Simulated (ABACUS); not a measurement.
N under changes of volume

One of the cells (26.341 Å³/atom); the others are scaled copies at fixed shape and fractional positions:

```
N
1.0
     4.16723    0.00000    0.00000
    -2.08362    3.60893    0.00000
     0.00000    0.00000    7.00600
N
4
Cartesian
  2.0836 1.2030 4.7015
  2.0836 1.2030 5.8075
  0.0000 2.4060 1.1985
  0.0000 2.4060 2.3045
```

| Item | Value |
| --- | --- |
| Program | ABACUS 3.10.1 |
| Functional | PBE |
| Potentials or basis | PseudoDojo NC SR 0.4.1 PBE standard |
| Cutoff | 1143 eV |
| Density cutoff | 4572 eV |
| Basis | plane waves |
| k mesh | 7 × 7 × 4 |
| Occupations | fermi-dirac, width 0.05 eV |
| Spin | no spin polarisation |

```csv
volume (Å³/atom),energy over the lowest point (meV/atom),pressure (GPa),gap on the mesh (eV),largest force (eV/Å)
24.761,17.21,3.9,7.22,2.941
25.288,6.98,2.4,7.17,1.752
25.814,1.38,1.0,7.12,0.639
26.341,0.00,-0.2,7.07,0.402
26.868,2.45,-1.3,7.02,1.377
27.395,8.40,-2.3,6.97,2.290
27.922,?,?,?,?
```

**Question.** What does the run at 27.922 Å³/atom give?

**Answer.** Energy over the lowest point 17.53 meV/atom; pressure -3.2 GPa; gap on the mesh 6.92 eV; largest force 3.146 eV/Å.

Worked out: A Birch-Murnaghan fit of order 3 (a polynomial in V^(-2/3)) to the other rows has its minimum at 26.26 Å³/atom with B0 = V·E''(V) = 59 GPa and B' = 3.7 at fixed shape and positions, which overstates the stiffness. It gives 17.54 meV/atom at 27.922 Å³/atom, against the run's 17.53, and -dE/dV = -3.2 GPa, against -3.2. A straight line through the other rows of the gap, of slope -2.47 eV per unit of ln V, extrapolates to 6.92 eV, against the run's 6.92.

Energies are extrapolated to zero smearing.

Caveats: an odd mesh through Γ misses points on the zone boundary, where band edges often lie; forces of over 1 eV/Å show positions far from the minimum, so gaps and moduli don't describe the material at rest (some runs).
